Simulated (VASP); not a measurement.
## InP (rocksalt), LDA single-point calculation: Ansatz's output and VASP's

```yaml
crystal:
  lattice:
    - [0.00000, 2.74536, 2.74536]
    - [2.74536, 0.00000, 2.74536]
    - [2.74536, 2.74536, 0.00000]
  atoms:
    - { symbol: In, position: [0.00000, 0.00000, 0.00000] }
    - { symbol: P, position: [0.50000, 0.50000, 0.50000] }
```

Ansatz printed

```
SCF 1 converged in 6 iterations: F = -6183.169201 eV  dr2 = 9.01e-8
  greatest PAW one-centre occupation: 0.983 electrons in one spin orbital (limit 2), on the In atom at site 0 (counted from 0), in its partial waves of l = 2
NSCF: frozen V_eff on 7 k-points
SCF converged after 6 iterations
Free energy (F): -6183.169201 eV
Harris-Foulkes:  -6183.169201 eV  (|F-HF|=3.43e-9)
Internal energy: -6183.165470 eV  (E = F + TS)
E sigma→0 (E₀):  -6183.167336 eV
Entropy (-TS):   -0.003730 eV (-1.865 meV/atom)
Fermi energy:    9.357064 eV
--- Per-component energies (eV) ---
  E_band       = -12.315560
  E_kinetic    = 313.442492
  E_local      = -1183.228459  (includes V_loc(G=0)·N_el)
  E_nonlocal   = 405.849752
  E_hartree    = 462.791279
  E_xc         = -274.351730
  E_vxc        = -161.579098  (∫ρ·V_xc dr)
  E_paw        = -4555.983157  (= ΣΔE_a)
  E_vpaw       = -312.389927  (= ΣTr[D̂ρ^β])
  E_aug_tail   = 0.000029  (compensation charges beyond the density's cutoff)
  E_ewald      = -1352.087565
  E_core_change = 0.401888  (= ΣΔE_core)
  E_smearing   = -0.003730  (= −TS)
  E_closure    = 0.000000  (closes the sum)
  Σ components = -6183.169201   (vs F -6183.169201, Δ=0.00e0)
--- Forces (eV/Å), atoms counted from 1 ---
  atom   1  In     0.00000000    -0.00000000     0.00000000
  atom   2  P      0.00000000    -0.00000000    -0.00000000
  max |Σ_I F_I| component: 7.89e-30 eV/Å
--- Stress (GPa, compression-positive) ---
       -3.398718       0.000000       0.000000
        0.000000      -3.398718      -0.000000
        0.000000      -0.000000      -3.398718
  P = ⅓ Tr σ = -3.3987 GPa (-33.987 kbar)
--- Band table (eV; the first three rows and the last of 29) ---
  k-point 0: bands = ["-4.9085", "-4.9085", "-4.8831", "-4.8831", "-4.8831", "-2.9216", "8.9974", "8.9974", "8.9974", "9.8241", "16.3967", "16.3967", "16.3967"]
  k-point 1: bands = ["-4.9168", "-4.9168", "-4.8839", "-4.8716", "-4.8716", "-2.7202", "7.2641", "9.0346", "9.0346", "11.2310", "15.3923", "15.8721", "15.8721"]
  k-point 2: bands = ["-4.9412", "-4.9412", "-4.8882", "-4.8392", "-4.8392", "-2.1354", "5.1661", "9.1592", "9.1592", "12.0274", "14.2669", "14.2669", "14.7056"]
  k-point 28: bands = ["-5.1612", "-4.9134", "-4.8569", "-4.8569", "-4.7570", "0.5135", "4.3748", "5.2711", "5.2711", "11.7086", "13.8109", "16.0001", "16.0001"]
```

Datasets and cutoffs are each program's own. VASP's cell holds 18 valence electrons and Ansatz's 18. LDA means the Perdew–Zunger form with relativistic exchange in VASP and the Perdew–Wang form in Ansatz. Ansatz's stress includes a Pulay correction; VASP's doesn't.

Problem. What does VASP give for the same cell and level of theory?

Solution. gap between bands v and c -2.78 eV (bands overlap: a metal); least direct gap 0.00 eV; pressure -3.1 GPa.

From OUTCAR

```
k-points           NKPTS =     29   k-points in BZ     NKDIM =     29   number of bands    NBANDS=     16

   NELECT =      18.0000    total number of electrons

   dimension x,y,z NGX =    30 NGY =   30 NGZ =   30
   dimension x,y,z NGXF=    60 NGYF=   60 NGZF=   60

  energy-cutoff  :      520.00
  volume of cell :       41.38
      direct lattice vectors                 reciprocal lattice vectors
     0.000000000  2.745363075  2.745363075    -0.182125273  0.182125273  0.182125273
     2.745363075  0.000000000  2.745363075     0.182125273 -0.182125273  0.182125273
     2.745363075  2.745363075  0.000000000     0.182125273  0.182125273 -0.182125273

 k-points in reciprocal lattice and weights: KPOINTS created by Atomic Simulation Env
   0.00000000  0.00000000  0.00000000       0.002
   0.12500000  0.00000000  0.00000000       0.016
   0.25000000  0.00000000  0.00000000       0.016
   0.37500000  0.00000000  0.00000000       0.016
   0.50000000  0.00000000  0.00000000       0.008
   0.12500000  0.12500000  0.00000000       0.012
   0.25000000  0.12500000  0.00000000       0.047
   0.37500000  0.12500000  0.00000000       0.047
   ...

 E-fermi :   7.1860

 k-point     1 :       0.0000    0.0000    0.0000
  band No.  band energies     occupation
      1      -7.0674      2.00000
      2      -7.0674      2.00000
      3      -7.0421      2.00000
      4      -7.0421      2.00000
      5      -7.0421      2.00000
      6      -5.0982      2.00000
      7       6.8185      2.00000
      8       6.8185      2.00000
      9       6.8185      2.00000
     10       7.6862      0.00000
     11      14.2639      0.00000
     12      14.2639      0.00000
     13      14.2639      0.00000
     14      15.5466      0.00000
     15      15.5466      0.00000
     16      15.5466      0.00000

 k-point     2 :       0.1250    0.0000    0.0000
  band No.  band energies     occupation
      1      -7.0758      2.00000
      2      -7.0758      2.00000
      3      -7.0430      2.00000
      4      -7.0305      2.00000
      5      -7.0305      2.00000
      6      -4.8964      2.00000
      7       5.0962      2.00000
      8       6.8557      2.00000
      9       6.8557      2.00000
     10       9.0798      0.00000
     11      13.2358      0.00000
     12      13.7194      0.00000
     13      13.7194      0.00000
     14      14.9664      0.00000
     15      14.9664      0.00000
     16      15.4435      0.00000

 k-point     3 :       0.2500    0.0000    0.0000
  band No.  band energies     occupation
      1      -7.1005      2.00000
      2      -7.1005      2.00000
      3      -7.0473      2.00000
      4      -6.9978      2.00000
      5      -6.9978      2.00000
      6      -4.3102      2.00000
      7       2.9949      2.00000
      8       6.9811      1.99993
      9       6.9811      1.99993
     10       9.8687      0.00000
     11      12.1068      0.00000
     12      12.1068      0.00000
     13      12.5498      0.00000
     14      15.5345      0.00000
     15      15.9016      0.00000
     16      15.9016      0.00000

 k-point     4 :       0.3750    0.0000    0.0000
  band No.  band energies     occupation
      1      -7.1260      2.00000
      2      -7.1260      2.00000
      3      -7.0541      2.00000
      4      -6.9640      2.00000
      5      -6.9640      2.00000
      6      -3.4555      2.00000
      7       1.1555      2.00000
      8       7.1817      1.10708
      9       7.1817      1.10707
     10       9.6873      0.00000
     11      10.8923      0.00000
     12      10.8923      0.00000
     13      12.4211      0.00000
     14      16.8454      0.00000
     15      17.4104      0.00000
     16      17.4104      0.00000

 k-point     5 :       0.5000    0.0000    0.0000
  band No.  band energies     occupation
      1      -7.1366      2.00000
      2      -7.1366      2.00000
      3      -7.0574      2.00000
      4      -6.9497      2.00000
      5      -6.9497      2.00000
      6      -2.8919      2.00000
      7       0.2520      2.00000
      8       7.3023      0.00594
      9       7.3023      0.00594
     10       9.5263      0.00000
     11      10.4209      0.00000
     12      10.4209      0.00000
     13      12.3679      0.00000
     14      18.2591      0.00000
     15      18.5305      0.00000
     16      18.5305      0.00000

 k-point     6 :       0.1250    0.1250    0.0000
  band No.  band energies     occupation
      1      -7.0986      2.00000
      2      -7.0596      2.00000
      3      -7.0512      2.00000
      4      -7.0250      2.00000
      5      -7.0250      2.00000
      6      -4.8212      2.00000
      7       5.2670      2.00000
      8       6.4390      2.00000
      9       6.4390      2.00000
     10       9.6391      0.00000
     11      12.3762      0.00000
     12      13.1604      0.00000
     13      14.1941      0.00000
     14      14.1941      0.00000
     15      16.7718      0.00000
     16      16.7718      0.00000

 ...

 POSITION                                       TOTAL-FORCE (eV/Angst)
 -----------------------------------------------------------------------------------
      0.00000      0.00000      0.00000         0.000000      0.000000     -0.000000
      2.74536      2.74536      2.74536         0.000000      0.000000      0.000000
 -----------------------------------------------------------------------------------
    total drift:                               -0.000000      0.000000      0.000000

  FREE ENERGIE OF THE ION-ELECTRON SYSTEM (eV)
  ---------------------------------------------------
  free  energy   TOTEN  =        -9.3384877632 eV

  energy  without entropy=       -9.3349618718  energy(sigma->0) =       -9.33672482
```
